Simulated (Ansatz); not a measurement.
Input and command of a plane-wave DFT calculation in Ansatz:

```yaml
crystal:
  lattice:
    - [0.0, 1.9377905618, 1.9377905618]
    - [1.9377905618, 0.0, 1.9377905618]
    - [1.9377905618, 1.9377905618, 0.0]
  atoms:
    - { symbol: Ir, position: [0.0, 0.0, 0.0] }
basis:
  ecutwfc: 420
kpoints:
  mp_grid: { grid: [18, 18, 18] }
hamiltonian:
  xc: pbe
scf:
  occupations: { method: gaussian, width: 0.1 }
output:
  forces: true
  stress: true
  eigenvalues: true
relax:
  adjacent_minimum: "off"
  f_tol: 0.01
  max_steps: 60
  cell: { stress_tol: 0.1 }
```

```bash
ansatz run input.yaml --threads 1 --pin off --max-ram 2560MiB --backend cpu --events-out ev --progress --plain --runs-dir out
```

Processor: Arm Neoverse V2, 1 thread, on a host shared with other jobs.

Question: How long does it run, and how much memory does it take?

Answer: About 7.8 s on 1 thread of Arm Neoverse V2 (shared host), peak memory 0.37 GiB. It solves 13 bands at 195 k points (the mesh reduced by the symmetry that the task leaves, which can be less than the crystal's) with about 283 plane waves (on the last cell), in 19 SCF iterations over 4 ionic steps.
